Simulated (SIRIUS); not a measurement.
Crystal: Ge.

```
CELL_PARAMETERS angstrom
0.00000 2.82891 2.82891
2.82891 0.00000 2.82891
2.82891 2.82891 0.00000
ATOMIC_POSITIONS crystal
Ge 0.76097 0.73326 0.75334
Ge 0.49345 0.48940 0.51015
```

The cell isn't the ideal one: atoms moved at random.

```yaml
Program: SIRIUS 7.12.0
Task: relaxation of the atoms
Functional: PBE
Potentials_or_basis: all-electron FP-LAPW
Cutoff: 226 eV
Basis: apw+lo standard
k_mesh: 6 × 6 × 6
Occupations: fermi-dirac, width 0.05 eV
Spin: no spin polarisation
```

At the start: volume 22.64 Å³/atom.

Task: Where does the relaxation end?

Result: Over 4 steps the energy falls by 9.5 meV/atom; space group Fd-3m (No. 227, to 0.05 Å).

Step by step:
```
step  energy change (eV)  largest force (eV/Å)
   1              0.0000                0.6896
   2             -0.0111                0.4362
   3             -0.0189                0.0399
   4             -0.0190                0.0060
```

Final structure:
```
Ge
1.0
     0.00000    2.82891    2.82891
     2.82891    0.00000    2.82891
     2.82891    2.82891    0.00000
Ge
2
Cartesian
  4.2235 4.2687 4.2110
  2.8096 2.8542 2.7964
```
